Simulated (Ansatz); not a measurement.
# TiS2: the cost of one run

Method: DFT LDA, scalar-relativistic, plane waves, PAW, in Ansatz 0.2.0.

### Step 1. Starting point

It takes space group P-3m1 (No. 164, trigonal). The conventional cell has a = 3.412 Å, b = 3.412 Å, c = 5.695 Å, α = 90.00°, β = 90.00°, γ = 120.00°. Around Ti (site symmetry -3m) lie 6 S at 2.43 Å. Around S (site symmetry 3m) lie 3 Ti at 2.43 Å.

Coordinates:

```cif
data_structure
_symmetry_space_group_name_H-M 'P 1'
_symmetry_Int_Tables_number 1
_cell_length_a 3.4120
_cell_length_b 3.4120
_cell_length_c 5.6950
_cell_angle_alpha 90.000
_cell_angle_beta 90.000
_cell_angle_gamma 120.000
_cell_volume 57.42
loop_
_atom_site_label
_atom_site_type_symbol
_atom_site_fract_x
_atom_site_fract_y
_atom_site_fract_z
_atom_site_occupancy
Ti1 Ti 0.00000 0.00000 0.00000 1
S1 S 0.33333 0.66667 0.25000 1
S2 S 0.66667 0.33333 0.75000 1
```

Source of the structure: the Crystallography Open Database.

(A quick probe on a coarse mesh, which set the mesh and smearing, is not shown.)

### Step 3. The relaxation

File input.yaml:

```yaml
crystal:
  lattice:
    - [3.412, 0.0, 0.0]
    - [-1.706, 2.9548786777, 0.0]
    - [0.0, 0.0, 5.695]
  atoms:
    - { symbol: Ti, position: [0.0, 0.0, 0.0] }
    - { symbol: S, position: [0.3333333333, 0.6666666667, 0.25] }
    - { symbol: S, position: [0.6666666667, 0.3333333333, 0.75] }
basis:
  ecutwfc: 420
kpoints:
  mp_grid: { grid: [15, 15, 8] }
hamiltonian:
  xc: lda
scf:
  occupations: { method: gaussian, width: 0.1 }
output:
  forces: true
  stress: true
  eigenvalues: true
  write_density: true
  write_potential: true
  elf: true
  volumetric_format: npy
relax:
  adjacent_minimum: "off"
  f_tol: 0.005
  max_steps: 80
  cell: { stress_tol: 0.05 }
```

Launch:

```bash
$ ansatz run input.yaml --threads 2 --pin off --max-ram 5120MiB --backend cpu --events-out ev --progress --plain --runs-dir out
```

Q: Estimate wall time and peak memory on 2 threads of Intel Xeon 6975P-C (Granite Rapids), shared host.

About 13 s, with a peak of 0.55 GiB.
